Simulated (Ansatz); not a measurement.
Nudged elastic band run: Si, charge +1

Input file:

```yaml
crystal:
  lattice:
    - [10.86, 0.0, 0.0]
    - [0.0, 10.86, 0.0]
    - [0.0, 0.0, 10.86]
  atoms:
    - { symbol: Si, position: [0.50074607, 0.00047283, 0.00026537] }
    - { symbol: Si, position: [0.62554837, 0.12489014, 0.12499672] }
    - { symbol: Si, position: [0.75031506, 0.2493145, 0.00022855] }
    - { symbol: Si, position: [0.87470286, 0.37575171, 0.12313802] }
    - { symbol: Si, position: [0.75029693, 0.00046969, 0.24976413] }
    - { symbol: Si, position: [0.87549971, 0.1249128, 0.37490874] }
    - { symbol: Si, position: [0.00020252, -0.00051869, -0.00122255] }
    - { symbol: Si, position: [0.12553994, 0.12483996, 0.12503069] }
    - { symbol: Si, position: [0.25095762, 0.25022847, -0.00112441] }
    - { symbol: Si, position: [0.37651301, 0.37574402, 0.1267316] }
    - { symbol: Si, position: [0.4983738, 0.49767238, -0.00222226] }
    - { symbol: Si, position: [0.75305858, 0.75230138, -0.00245283] }
    - { symbol: Si, position: [0.87471306, 0.87402644, 0.1268521] }
    - { symbol: Si, position: [0.25097613, -0.00050535, 0.25118999] }
    - { symbol: Si, position: [0.37559704, 0.1248864, 0.37500527] }
    - { symbol: Si, position: [0.50079387, 0.24928568, 0.24980352] }
    - { symbol: Si, position: [0.62383248, 0.3756993, 0.37416504] }
    - { symbol: Si, position: [0.75295425, 0.49749865, 0.25239376] }
    - { symbol: Si, position: [0.87467183, 0.6267372, 0.37418869] }
    - { symbol: Si, position: [0.49941268, -0.00052088, 0.49961101] }
    - { symbol: Si, position: [0.62552264, 0.12487448, 0.62506923] }
    - { symbol: Si, position: [0.75172207, 0.25018101, 0.49965046] }
    - { symbol: Si, position: [0.87550662, 0.37490136, 0.62494554] }
    - { symbol: Si, position: [0.75175843, -0.0005046, 0.75039062] }
    - { symbol: Si, position: [0.87551114, 0.12489354, 0.8750603] }
    - { symbol: Si, position: [0.00116663, 0.50014409, 0.0002692] }
    - { symbol: Si, position: [0.12555798, 0.62487511, 0.12506843] }
    - { symbol: Si, position: [0.24998061, 0.74963229, 0.00028815] }
    - { symbol: Si, position: [0.37640631, 0.87401982, 0.1232155] }
    - { symbol: Si, position: [0.00018845, 0.2502986, 0.25116185] }
    - { symbol: Si, position: [0.12559042, 0.3749328, 0.37495929] }
    - { symbol: Si, position: [0.25003463, 0.50004225, 0.24973674] }
    - { symbol: Si, position: [0.37654803, 0.62306241, 0.37399654] }
    - { symbol: Si, position: [0.49836754, 0.75216187, 0.25217808] }
    - { symbol: Si, position: [0.62738937, 0.8740023, 0.3741365] }
    - { symbol: Si, position: [0.00067471, -1.241e-05, 0.50005779] }
    - { symbol: Si, position: [0.12549416, 0.12481645, 0.62506647] }
    - { symbol: Si, position: [0.250381, 0.24973173, 0.50018875] }
    - { symbol: Si, position: [0.37556504, 0.37494943, 0.62500096] }
    - { symbol: Si, position: [0.50077009, 0.50007126, 0.50055348] }
    - { symbol: Si, position: [0.62550183, 0.62484097, 0.62500883] }
    - { symbol: Si, position: [0.75024924, 0.74963163, 0.50058891] }
    - { symbol: Si, position: [0.87548424, 0.87484726, 0.62494024] }
    - { symbol: Si, position: [0.25051932, -4.296e-05, 0.74986272] }
    - { symbol: Si, position: [0.37563156, 0.1249388, 0.87504436] }
    - { symbol: Si, position: [0.49940213, 0.25036145, 0.75040158] }
    - { symbol: Si, position: [0.62741274, 0.37581169, 0.87591326] }
    - { symbol: Si, position: [0.75032793, 0.5000884, 0.74938063] }
    - { symbol: Si, position: [0.87473986, 0.62306477, 0.8758049] }
    - { symbol: Si, position: [0.00114744, 0.74965359, 0.24983954] }
    - { symbol: Si, position: [0.12566065, 0.87479759, 0.37497798] }
    - { symbol: Si, position: [0.00015319, 0.498707, 0.49958699] }
    - { symbol: Si, position: [0.12553381, 0.62485388, 0.6250098] }
    - { symbol: Si, position: [0.2509949, 0.75091994, 0.49958003] }
    - { symbol: Si, position: [0.37564348, 0.87474422, 0.62492395] }
    - { symbol: Si, position: [0.00069705, 0.24979513, 0.7499198] }
    - { symbol: Si, position: [0.12561451, 0.37495431, 0.87512902] }
    - { symbol: Si, position: [0.25094296, 0.49873631, 0.75043104] }
    - { symbol: Si, position: [0.3764211, 0.6267051, 0.87593919] }
    - { symbol: Si, position: [0.50077106, 0.74961069, 0.74944473] }
    - { symbol: Si, position: [0.62372082, 0.87400388, 0.8759093] }
    - { symbol: Si, position: [0.00020441, 0.75113626, 0.75033234] }
    - { symbol: Si, position: [0.12563458, 0.87482276, 0.87503773] }
magnetization:
  spin_polarized: true
total_charge: 1
basis:
  ecutwfc: 420.0
kpoints:
  mp_grid: { grid: [1, 1, 1] }
hamiltonian:
  xc: lda
  pseudopotentials: { kind: paw, azcp: { folder: soft_1 } }
scf:
  occupations: { method: fermi_dirac, width: 0.05 }
  lower_state_search: "off"
neb:
  images: 5
  f_tol: 0.05
  initial_path: idpp
  max_iterations: 44
  final_atoms:
    - { symbol: Si, position: [0.50095876, -0.00095942, 0.00179705] }
    - { symbol: Si, position: [0.62516031, 0.12562351, 0.12483969] }
    - { symbol: Si, position: [0.75000068, 0.24999839, -6.8e-07] }
    - { symbol: Si, position: [0.87484031, 0.37437417, 0.12483946] }
    - { symbol: Si, position: [0.74820295, -0.00095942, 0.24904124] }
    - { symbol: Si, position: [0.87626426, 0.12456389, 0.37456436] }
    - { symbol: Si, position: [-0.0009591, -0.0009591, -0.0017978] }
    - { symbol: Si, position: [0.12456414, 0.12456414, 0.12626336] }
    - { symbol: Si, position: [0.25000055, 0.25000055, -1.2e-07] }
    - { symbol: Si, position: [0.37543655, 0.37543655, 0.12626506] }
    - { symbol: Si, position: [0.50095943, 0.50095943, -0.00179865] }
    - { symbol: Si, position: [0.62369056, 0.62369056, 0.12630944] }
    - { symbol: Si, position: [0.87631494, 0.87631494, 0.12631482] }
    - { symbol: Si, position: [0.24998286, -9.73e-06, 0.24999032] }
    - { symbol: Si, position: [0.37482413, 0.12517414, 0.37517587] }
    - { symbol: Si, position: [0.50000928, 0.25001474, 0.24999072] }
    - { symbol: Si, position: [0.62373494, 0.37543655, 0.37456345] }
    - { symbol: Si, position: [0.75179865, 0.50095943, 0.24904057] }
    - { symbol: Si, position: [0.87484031, 0.62516054, 0.37562583] }
    - { symbol: Si, position: [0.50000968, -9.73e-06, 0.50001714] }
    - { symbol: Si, position: [0.62373664, 0.12456414, 0.62543586] }
    - { symbol: Si, position: [0.75000012, 0.25000055, 0.49999945] }
    - { symbol: Si, position: [0.87626426, 0.37543564, 0.62543611] }
    - { symbol: Si, position: [0.7517978, -0.0009591, 0.7509591] }
    - { symbol: Si, position: [0.87484058, 0.12562418, 0.87515942] }
    - { symbol: Si, position: [-0.00095942, 0.50095876, 0.00179705] }
    - { symbol: Si, position: [0.12562351, 0.62516031, 0.12483969] }
    - { symbol: Si, position: [0.24999839, 0.75000068, -6.8e-07] }
    - { symbol: Si, position: [0.37437417, 0.87484031, 0.12483946] }
    - { symbol: Si, position: [-9.73e-06, 0.24998286, 0.24999032] }
    - { symbol: Si, position: [0.12517414, 0.37482413, 0.37517587] }
    - { symbol: Si, position: [0.25001474, 0.50000928, 0.24999072] }
    - { symbol: Si, position: [0.37543655, 0.62373494, 0.37456345] }
    - { symbol: Si, position: [0.50095943, 0.75179865, 0.24904057] }
    - { symbol: Si, position: [0.62516054, 0.87484031, 0.37562583] }
    - { symbol: Si, position: [-9.69e-06, -9.69e-06, 0.49998344] }
    - { symbol: Si, position: [0.12517427, 0.12517427, 0.62482573] }
    - { symbol: Si, position: [0.24999895, 0.24999895, 0.50000105] }
    - { symbol: Si, position: [0.37482413, 0.37482413, 0.62482586] }
    - { symbol: Si, position: [0.50000928, 0.50000928, 0.49998526] }
    - { symbol: Si, position: [0.62516031, 0.62516031, 0.62437649] }
    - { symbol: Si, position: [0.75000068, 0.75000068, 0.50000161] }
    - { symbol: Si, position: [0.87484058, 0.87484058, 0.62437582] }
    - { symbol: Si, position: [0.25001656, -9.69e-06, 0.75000969] }
    - { symbol: Si, position: [0.37543564, 0.12456389, 0.87373574] }
    - { symbol: Si, position: [0.50000968, 0.24998286, 0.75000973] }
    - { symbol: Si, position: [0.62516054, 0.37437417, 0.87515969] }
    - { symbol: Si, position: [0.74820295, 0.50095876, 0.75095942] }
    - { symbol: Si, position: [0.87631494, 0.62368518, 0.87368506] }
    - { symbol: Si, position: [-0.00095942, 0.74820295, 0.24904124] }
    - { symbol: Si, position: [0.12456389, 0.87626426, 0.37456436] }
    - { symbol: Si, position: [-9.73e-06, 0.50000968, 0.50001714] }
    - { symbol: Si, position: [0.12456414, 0.62373664, 0.62543586] }
    - { symbol: Si, position: [0.25000055, 0.75000012, 0.49999945] }
    - { symbol: Si, position: [0.37543564, 0.87626426, 0.62543611] }
    - { symbol: Si, position: [-9.69e-06, 0.25001656, 0.75000969] }
    - { symbol: Si, position: [0.12456389, 0.37543564, 0.87373574] }
    - { symbol: Si, position: [0.24998286, 0.50000968, 0.75000973] }
    - { symbol: Si, position: [0.37437417, 0.62516054, 0.87515969] }
    - { symbol: Si, position: [0.50095876, 0.74820295, 0.75095942] }
    - { symbol: Si, position: [0.62368518, 0.87631494, 0.87368506] }
    - { symbol: Si, position: [-0.0009591, 0.7517978, 0.7509591] }
    - { symbol: Si, position: [0.12562418, 0.87484058, 0.87515942] }
  order_check: true
```

Launched with:

```bash
$ ansatz run input.yaml --threads 4 --pin off --max-ram 10240MiB --backend cpu --events-out ev --progress --plain --runs-dir out
```

Output, in part (warnings, iteration lines):

```
NEB end point (image 0): max|allowed force component| = 9.547e-3 eV/Å (the criterion of neb.relax_end_points is 1.000e-2)
NEB end point (image 6): max|allowed force component| = 2.183e-2 eV/Å (the criterion of neb.relax_end_points is 1.000e-2)
NEB iter   1: max|band force component| = 6.862e-1 eV/Å  barrier→ = 1.0531 eV  barrier← = 1.0515 eV  Δτ_max = 0.1974 Å  (70 SCF iters)
NEB iter   2: max|band force component| = 2.971e-1 eV/Å  barrier→ = 0.6379 eV  barrier← = 0.6363 eV  CI = image 3  Δτ_max = 0.1826 Å  (45 SCF iters)
NEB iter   3: max|band force component| = 3.525e-1 eV/Å  barrier→ = 0.6211 eV  barrier← = 0.6195 eV  CI = image 3  Δτ_max = 0.0867 Å  (44 SCF iters)
NEB iter   4: max|band force component| = 4.995e-2 eV/Å  barrier→ = 0.5033 eV  barrier← = 0.5017 eV  CI = image 3  Δτ_max = 0.0268 Å  (38 SCF iters)
NEB iter   5: max|band force component| = 9.850e-2 eV/Å  barrier→ = 0.5012 eV  barrier← = 0.4996 eV  CI = image 3  Δτ_max = 0.0182 Å  (6 SCF iters)
NEB iter   6: max|band force component| = 1.572e-2 eV/Å  barrier→ = 0.5008 eV  barrier← = 0.4992 eV  CI = image 3  Δτ_max = 0.0000 Å  (282 SCF iters)
```

It converged. The band force fell under the threshold earlier too, but the program's further tests of the path sent the band on. By the program's own check the climbing image is a first-order saddle point (lowest curvatures found: -1.46 and 0.66 eV/Å²). Limits of this set-up: coarse k mesh, PAW files made for another functional, a typed lattice constant that wasn't relaxed here, charged cell in a uniform background, uncorrected.

Final band (atoms are numbered from 1 in the order of the input):

```tsv
image	path coordinate (Å)	energy (eV)	Si12–Si13 (Å)	Si12–Si49 (Å)	Si12–Si61 (Å)
0	0.00	0.00	2.34	2.34	2.34
1	0.48	0.10	2.40	2.39	2.40
2	0.95	0.35	2.51	2.50	2.52
3	1.43	0.50	2.74	2.73	2.78
4	1.90	0.35	3.12	3.11	3.17
5	2.37	0.10	3.52	3.52	3.55
6	2.83	0.00	3.88	3.88	3.88
```

Time of the run: 5.7 min on 4 threads of Arm Neoverse V2 (shared host), peak memory 4 GiB.
